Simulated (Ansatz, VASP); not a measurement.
One calculation of BN, two programs

```
B N
1.0
     2.53600    0.00000    0.00000
    -1.26800    2.19624    0.00000
     0.00000    0.00000    4.19900
B N
2 2
Direct
  0.66667 0.33333 0.00028
  0.33333 0.66667 0.50028
  0.66667 0.33333 0.37472
  0.33333 0.66667 0.87472
```

Measurements of this composition are mostly on another form, of space group No. 194.

Alike in both runs: functional PBE; k mesh 12 × 12 × 7; occupations fermi-dirac, width 0.02 eV; no spin polarisation.

Ansatz relaxed the structure, and its values are those at the end. VASP's run is a single point on that final structure, the one shown.

|  | VASP | Ansatz |
| --- | --- | --- |
| version | VASP 6.6.1 | Ansatz 0.2.0 |
| potentials or method | VASP PAW PBE potentials, release 64 (B, N) | plane-wave PAW, scalar-relativistic |
| plane-wave cutoff (eV) | 520 | 420 |
| valence electrons in the cell | 16 | 16 |

```tsv
	VASP	Ansatz	Ansatz less VASP
gap on the k mesh at the Fermi level (eV)	5.16	5.18	+0.018
pressure (GPa)	8.3	8.0	-0.30
```

Ansatz warned: «stress_scf_threshold_loose».

Caveats: an odd mesh through Γ misses points on the zone boundary, where band edges often lie.
